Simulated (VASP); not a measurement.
Hf (a cell with a defect), 7 atoms in the cell. The cell holds a defect, 7 atoms: a = 6.288 Å, b = 6.288 Å, c = 6.288 Å, α = 109.47°, β = 109.47°, γ = 109.47°. 

```yaml
Program: VASP 6.6.1
Task: single point
Functional: PBE
Potentials_or_basis: VASP PAW PBE potentials, release 64 (Hf_pv)
Cutoff: 520 eV
k_mesh: 3 × 3 × 3
Occupations: methfessel-paxton, width 0.15 eV
Spin: no spin polarisation
Dipole_correction: no
Further_INCAR_settings: ALGO = Normal; EDIFF = 1e-07; NBANDS = 44
```

Potentials or basis: VASP PAW PBE potentials, release 64 (Hf_pv).

Command:

```console
$ cat potpaw_PBE.64/Hf_pv/POTCAR > POTCAR
$ mpirun -np 1 vasp_std > vasp.out
```

Hardware: 1 thread of Intel(R) Xeon(R) 6975P-C (Granite Rapids), with other jobs on the host.

Task: Estimate the wall time of this run.

Result: Run time: 2.5 min on 1 thread of Intel(R) Xeon(R) 6975P-C (Granite Rapids), on a shared host, peak memory 0.34 GiB. Counts: scf iterations 17, k points 14.
